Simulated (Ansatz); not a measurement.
# Electron scattering at the Σ5 (210) boundary in fcc Pt with Ag (substitutional), part 2 of 2

Wanted: what the Σ5 (210) boundary in fcc Pt with Ag (substitutional) costs an interconnect.

Ansatz 0.2.0; Ansatz plane-wave DFT, PBE, PAW files; relaxation of a bicrystal slab with its lowest layers held; PAW set soft_1 (the session's first sound run).

So far. Step 2 (Relaxing the bicrystal): The largest force component on a free atom ends at 0.017 eV/Å, under the tolerance of 0.03, after 14 steps.

## (3) Transmission across the boundary

Bulk layers of each grain are laid under and over the relaxed boundary, and a lead is named in the middle of each, away from the free faces. The mesh across the current, 18×18, is finer than the density's, because channels open and close sharply across the zone. Energies from -0.1 to 0.1 eV in steps of 0.05 eV are too few for the program's thermal sum, so it prints no conductance; for a metal the transmission near the Fermi level serves, at a fraction of the cost.

This step: Ansatz plane-wave DFT, PBE, PAW files; ballistic transport by layer matching (Landauer), zero bias; boundary relaxed in a short slab, bulk layers laid on; PAW set soft_1 (Ansatz 0.2.0).

System of this step: Σ5 (210) boundary in fcc Pt with Ag (substitutional). The cell holds 48 atoms: 47 Pt and 1 Ag. Its edges and angles: a = 4.803 Å, b = 3.922 Å, c = 50.056 Å, α = 90.0°, β = 90.0°, γ = 65.9°. It derives from Pt. Regions: lower grain, 20 atoms (20 Pt); boundary, 12 atoms (11 Pt and 1 Ag); upper grain, 16 atoms (16 Pt). Vacuum lies along c.

input.yaml

```yaml
crystal:
  lattice:
    - [4.8032044366, 0.0, 0.0]
    - [1.6010681455, 3.58009721, 0.0]
    - [0.0, 0.0, 50.0555954421]
  atoms:
    - { symbol: Pt, position: [-15.6, 7.8, 0.0799111461] }
    - { symbol: Pt, position: [-15.0, 7.5, 0.097430489] }
    - { symbol: Pt, position: [-14.4, 7.2, 0.1149498318] }
    - { symbol: Pt, position: [-13.8, 6.9, 0.1324691747] }
    - { symbol: Pt, position: [-13.2, 6.6, 0.1499885176] }
    - { symbol: Pt, position: [-12.6, 6.3, 0.1675078605] }
    - { symbol: Pt, position: [-12.0, 6.0, 0.1850272033] }
    - { symbol: Pt, position: [-11.4, 5.7, 0.2025465462] }
    - { symbol: Pt, position: [-10.8, 5.4, 0.2200658891] }
    - { symbol: Pt, position: [-10.2, 5.1, 0.237585232] }
    - { symbol: Pt, position: [-9.6, 4.8, 0.2551045748] }
    - { symbol: Pt, position: [-9.0, 4.5, 0.2726239177] }
    - { symbol: Pt, position: [-8.4, 4.2, 0.2901432606] }
    - { symbol: Pt, position: [-7.8, 3.9, 0.3076626035] }
    - { symbol: Pt, position: [-7.2, 3.6, 0.3251819464] }
    - { symbol: Pt, position: [-6.6, 3.3, 0.3427012892] }
    - { symbol: Pt, position: [-6.0, 3.0, 0.3602206321] }
    - { symbol: Pt, position: [-5.4, 2.7, 0.377739975] }
    - { symbol: Pt, position: [-4.8, 2.4, 0.3952593179] }
    - { symbol: Pt, position: [-4.2, 2.1, 0.4127786607] }
    - { symbol: Pt, position: [0.4, 0.8, 0.4302980036] }
    - { symbol: Pt, position: [-0.0095446243, 0.5047723122, 0.4491646478] }
    - { symbol: Pt, position: [0.5866002999, 0.20669985, 0.4670887423] }
    - { symbol: Pt, position: [0.1908382326, 0.9045808837, 0.4850029012] }
    - { symbol: Pt, position: [0.7848687785, 0.6075656107, 0.5029805197] }
    - { symbol: Pt, position: [0.3972092781, 0.3013953609, 0.5223281631] }
    - { symbol: Ag, position: [-0.0090703903, 0.0045351951, 0.5378250645] }
    - { symbol: Pt, position: [0.5506080382, 0.7246959809, 0.5629046567] }
    - { symbol: Pt, position: [-0.0957319721, 1.047865986, 0.5886636012] }
    - { symbol: Pt, position: [0.303738129, 0.3481309355, 0.5995227734] }
    - { symbol: Pt, position: [-0.3017053186, 0.6508526593, 0.621091547] }
    - { symbol: Pt, position: [0.1133910473, 0.9433044763, 0.6397793679] }
    - { symbol: Pt, position: [-4.4866089527, 2.2433044763, 0.6572987108] }
    - { symbol: Pt, position: [-5.0866089527, 2.5433044763, 0.6748180536] }
    - { symbol: Pt, position: [-5.6866089527, 2.8433044763, 0.6923373965] }
    - { symbol: Pt, position: [-6.2866089527, 3.1433044763, 0.7098567394] }
    - { symbol: Pt, position: [-6.8866089527, 3.4433044763, 0.7273760823] }
    - { symbol: Pt, position: [-7.4866089527, 3.7433044763, 0.7448954252] }
    - { symbol: Pt, position: [-8.0866089527, 4.0433044763, 0.762414768] }
    - { symbol: Pt, position: [-8.6866089527, 4.3433044763, 0.7799341109] }
    - { symbol: Pt, position: [-9.2866089527, 4.6433044763, 0.7974534538] }
    - { symbol: Pt, position: [-9.8866089527, 4.9433044763, 0.8149727967] }
    - { symbol: Pt, position: [-10.4866089527, 5.2433044763, 0.8324921395] }
    - { symbol: Pt, position: [-11.0866089527, 5.5433044763, 0.8500114824] }
    - { symbol: Pt, position: [-11.6866089527, 5.8433044763, 0.8675308253] }
    - { symbol: Pt, position: [-12.2866089527, 6.1433044763, 0.8850501682] }
    - { symbol: Pt, position: [-12.8866089527, 6.4433044763, 0.902569511] }
    - { symbol: Pt, position: [-13.4866089527, 6.7433044763, 0.9200888539] }
kpoints:
  mp_grid: { grid: [7, 7, 1] }
hamiltonian:
  xc: pbe
  pseudopotentials: { kind: paw, azcp: { folder: soft_1 } }
scf:
  occupations: { method: fermi_dirac, width: 0.1 }
output:
  transmission:
    leads: [[11, 12], [38, 39]]
    kmesh: [18, 18]
    e_range: [-0.1, 0.1]
    de: 0.05
  write_potential: true
  write_density: true
  volumetric_format: npy
  elf: true
```

Command:

```bash
$ ansatz run input.yaml --threads 4 --pin off --max-ram 15360MiB --backend cpu --events-out ev --progress --plain --runs-dir out
```

Numbers of over 12 decimals in the logs are rounded to 6 here.

The program printed:

```text
[...]
Crystal: 48 atoms, lattice volume = 860.753 Å³
Basis set: ecut = 420 eV, 16719 PW (Γ)
Bands: 519, of which v1, the nominal top of the filled ones, is band 433 counted from 1 (432 counted from 0)
Symmetry: 2 space group operations
[...]
k-points: 16 of 49 (time reversal used)
[...]
SCF iter   1: F=—  HF=-596263.572392 eV  |F-HF|=—  |Δ(HF+E_count)|=         —  Δρ=8.14e-2  dr2=1.41e2  ethr=3.10e-3  ⟨swp⟩=6.0  Hψ=28780  notcnv=0  defer=419
[...]
SCF iter  13: F=-596247.070692 eV  HF=-596247.070692 eV  |F-HF|=2.91e-8  |Δ(HF+E_count)|=   1.77e-8  Δρ=9.09e-7  dr2=3.01e-8  ethr=1.16e-11  ⟨swp⟩=2.0  Hψ=14876  notcnv=0
SCF 1 converged in 13 iterations: F = -596247.070692 eV  dr2 = 3.01e-8
[...]
transmission: 593 of 5915 steps passed
transmission: 1186 of 5915 steps passed
[...]
transmission: 5915 of 5915 steps passed
WARN: The output density's exchange-correlation potential varies sharply where the density is thin. Do not read a vacuum level from v_tot or v_xc, or from such a field of the output density. On a cell that repeats whose density bears no net charge and no dipole along the vacuum's axis use v_es (v_loc + v_h of the components); under efield.dipole_correction with no amplitude use v_es + v_field, which holds any externa [...]
SCF converged after 13 iterations
Free energy (F): -596247.070692 eV
[...]
Internal energy: -596244.435832 eV  (E = F + TS)
E sigma→0 (E₀):  -596245.753262 eV
Entropy (-TS):   -2.634860 eV (-54.893 meV/atom)
Fermi energy:    18.714906 eV
[...]
--- Band table (eV; the first three rows and the last of 16) ---
  k-point 0: bands = [... 429 lower, 18.8011, 18.8655, 18.8977, 18.9201, 18.9442, 18.9503, 18.9675, 19.0525, ... 82 higher]
  k-point 1: bands = [... 429 lower, 18.6957, 18.7173, 18.7399, 18.7577, 18.7660, 18.7891, 18.7966, 18.8134, ... 82 higher]
  k-point 2: bands = [... 429 lower, 18.5782, 18.6105, 18.6399, 18.6775, 18.7041, 18.7317, 18.7547, 18.7769, ... 82 higher]
  k-point 15: bands = [... 429 lower, 18.6584, 18.6837, 18.7050, 18.7103, 18.7188, 18.7839, 18.8042, 18.8275, ... 82 higher]
--- Transmission ---
  basis      : 149 plane waves across, 65 finite elements along
  points     : 91, standing for a mesh of 18 x 18
  energies   : 5 from -0.100000 to 0.100000 eV about the Fermi level, 0.050000 eV apart; the leads are filled to 0.000000 eV, and channels, transmission and decay are at 0.000000 eV
  crystal 0  : Pt3, at the sites [11, 12], period 2.6308 Å, over 18.42 Å; its Hamiltonian steps by up to 14.4 meV
    offset         : up to 0.0000 Å between an atom of the period and one for which it stands
    channels       : 4.762346e0 a spin
    conductance    : none, the energies end too early or step too widely for 300 K: set another output.transmission.e_range or a lower de, or, where they end at an eighth of basis.ecutwfc, a higher one
[...]
channels       : 4.762346e0 a spin
[...]
junction   : crystal 0 to crystal 1, 12.95 to 36.59 Å
    transmission   : 1.960502e0 a spin
[...]
```

It took 20 min on 4 threads of Arm Neoverse V1, shared host; peak memory 12 GiB; 76 min of CPU time.

This step gave:

| Quantity | Value |
| --- | --- |
| free energy | -596247.0707 eV |
| energy at zero smearing | -596245.7533 eV |
| Fermi energy | 18.71 eV |
| cell area | 17.20 Å² |
| transmission per spin nearest the Fermi level | 1.961 |
| open channels per spin nearest the Fermi level | 4.762 |
| open channels per spin, upper lead | 4.762 |
| step of the lead's potential | 14.4 meV |
| step of the upper lead's potential | 14.2 meV |

Per spin. The transmission, zone mean by energy, zero at the Fermi level:

```csv
energy (eV),"transmission, zone mean"
-0.1000,2.12
-0.0500,2.05
0.0000,1.96
0.0500,1.84
0.1000,1.77
```

Per spin. Table of open channels, zone mean by energy, zero at the Fermi level:

```csv
energy (eV),lead,upper lead
-0.1000,5.23,5.25
-0.0500,4.98,4.98
0.0000,4.76,4.76
0.0500,4.16,4.19
0.1000,3.77,3.77
```

Transmission over k1 and k2. At 0.0000 eV from the Fermi level.

Ten even steps from '_' (0.95) to '@' (3.08):
```
++**************++==--....::....--==
--##%%%%%%%%##--::__::::----::::__::
::%%@@@@@@%%::--::::----------::::--
++%%@@@@%%++==++==----::::----==++==
%%**@@**%%##==++==----..----==++==##
++====++++--====--::....::--====--++
==**========----++------++----======
@@@@++++++==----========----==++++++
%%%%==++++++++++++++++++++++++++==%%
@@++++++==----========----==++++++@@
========----++------++----========**
++++--====--::....::--====--++++====
%%##==++==----..----==++==##%%**@@**
++==++==----::::----==++==++%%@@@@%%
::--::::----------::::--::%%@@@@@@%%
--::__::::----::::__::--##%%%%%%%%##
++==--....::....--==++**************
--++::::....::::++--++::::....::::++
```
Columns: k1 (b1) from -0.5 to 0.444; rows upwards: k2 (b2) from -0.5 to 0.444.

Open channels over k1 and k2. At 0.0000 eV from the Fermi level.

Ten even steps from '_' (2.00) to '@' (8.00):
```
++**++------++**++--++--..--..--++--
++%%++****++%%++--..**++****++**..--
**@@******@@**++--++++******++++--++
++**%%%%**++**++++----++++----++++**
**++@@++******++++----__----++++****
++----++++--++++--**....**--++++--++
--++--------------------------------
****--------..--++++++++--..--------
****--------++++++++++++++--------**
**--------..--++++++++--..--------**
----------------------------------++
++++--++++--**....**--++++--++++----
******++++----__----++++******++@@++
++**++++----++++----++++**++**%%%%**
**++--++++******++++--++**@@******@@
++--..**++****++**..--++%%++****++%%
++--++--..--..--++--++**++------++**
--++--........--++--++--........--++
```
Columns: k1 (b1) from -0.5 to 0.444; rows upwards: k2 (b2) from -0.5 to 0.444.

ELF in the ca plane at fractional y = 0.048, with atoms of Pt and Ag within 0.2 Å of it. It is the smooth field of the valence electrons, not physical close to the nuclei.

Ten even steps from '0' (0.13) to '9' (0.71), each cell a mean:
```
75223676410001222210037984125777622356421000
63225777621012221100025653125777621122221000
32125777521134321000001220114676410011221111
11114676421246642100111100012333210011233211
11112343211257752111221110111122211112455321
11111122211246642112332221111121111112466311
21222112222223321111343222222221111111355322
22222222332222222111343222122222211112222222
12221223442111223222221121111112211112221224
11111122332111256532111111111111111234321124
22111111221112467632101220001122111367631224
64111112211012467631024553012343222477752112
75211332210001245521036974124676422477752101
```
Columns run along c (16.0 Å, from fractional 0.37 to 0.69 of the cell), rows up along a (4.8 Å). Atoms in or near the plane, at fractional coordinates: Pt at (0.41, 0.80), Ag at (0.54, 0.99), Pt at (0.59, 0.90).

Electrostatic potential energy in the ca plane at fractional y = 0.048, with atoms of Pt and Ag within 0.2 Å of it. With pseudopotentials it is smooth inside the atoms' cores, unlike the true potential.

Values in eV, 7 rows by 16 columns, each cell a mean:
```
-12   1 -36  12  20  16  18  12  -4   5 -25 -37  14  -1  14  21
 15  -4 -42   8   5   0  21  19  10  18  -4 -14  20  19  13  19
 20  15   1  18 -11 -20  19  16  18  21  19  18  20  15 -16  14
 18  19  18  16  10   7  20   7  14  18  19  16  19  17  -5  15
 19  18  14   4  19  12  13  16  18  19  20  16  19  17  17  11
 14  20  17  13  19 -17 -14  19  11  19  20  18  16 -21   7   9
-13  18  12  20  20  -9  -7  12  -4   7  -2 -11  10 -41  -3  19
```
Columns run along c (16.0 Å, from fractional 0.37 to 0.69 of the cell; values clipped at the 3rd and 97th percentile), rows up along a (4.8 Å). Atoms in or near the plane, at fractional coordinates: Pt at (0.41, 0.80), Ag at (0.54, 0.99), Pt at (0.59, 0.90).

Valence density in the ca plane at fractional y = 0.048, with atoms of Pt and Ag within 0.2 Å of it. It is the smooth field of the valence electrons, not physical close to the nuclei.

Ten steps, logarithmic in the rise over the least value, from '0' (0 e/Å³) to '9' (17 e/Å³), each cell a mean:
```
85223676410001122210158996236898631356531000
64225888620011211000136774226888631122211000
32125888621134431000013431114677420001121101
10014677421246642100111110002343210001233211
10012344211257752101221100001111110012455421
11111121111246642112333110111111111112466421
11111111221124321112343211111112211112354321
11111112332111221111333111111112221001222222
11111123443111233211121100111112211112211124
11111112332111356531111110000011111234421124
32100011221112477641113331000111111467642124
64100111110002467641136764112343212578752112
85211333210001345421258996224677422478752001
```
Columns run along c (16.0 Å, from fractional 0.37 to 0.69 of the cell), rows up along a (4.8 Å). Atoms in or near the plane, at fractional coordinates: Pt at (0.41, 0.80), Ag at (0.54, 0.99), Pt at (0.59, 0.90).

Over the solved energies the transmission per spin lies between 1.77 and 2.12, out of 4.58 channels of the lead on average (up to 5.23).

## (4) Specific resistance

This step: Ansatz plane-wave DFT, PBE, PAW files; ballistic transport by layer matching (Landauer), zero bias; specific resistance of the boundary; PAW set soft_1 (Ansatz 0.2.0).

Numbers from this step:

| Item | Value |
| --- | --- |
| area resistance | 0.6560 fΩ m² |
| T over the leads' mean channel count | 0.4245 |

Averaged over the energies near the Fermi level, 42.5 % of the channels pass, which makes 0.656 fΩ m².

By hand, with T and the leads' channels N averaged over the energies near the Fermi level: RA = A (h/2e²)(1/T − ½[1/N₁ + 1/N₂]) = 17.20×10⁻²⁰ m² × 12 906 Ω × (1/1.947 − ½[1/4.583 + 1/4.590]) = 0.656 fΩ m².

## (5) Summary of results

```yaml
specific_resistance_of_the_boundary: 0.656 fΩ m²
share_of_channels_that_pass: 0.425
```

What this shows: The boundary has a specific resistance of 0.66 fΩ m². The boundary reflects 58 % of the channels; 0.66 fΩ m² is 6.6×10⁻¹² Ω·cm². That equals the resistance of 6.1 nm of bulk Pt at 300 K (measured 10.8 µΩ cm, CRC Handbook of Chemistry and Physics, 84th ed., 2003, Electrical Resistivity of Pure Metals). One Ag in 17.2 Å² of boundary is a high coverage. In the relaxation the upper grain slid sideways by about 1.3 Å, so the result belongs to the position that it found, not to the starting one. Each plane of this narrow cell holds one atom, so the solute fills a whole plane. One starting structure was relaxed; another shift or atom count at the boundary may lie lower. Spin-orbit coupling is left out, which matters for Pt.

[Logs are printed without paths, hosts, clocks, repeated set-up lines and the standing remarks that a program may print on its own settings, such as how far it seeks lower states.]

[Hosts, paths, dates, database ids (printed as entryN), source tags and the programs' standing remarks are cut or masked in the printed files.]
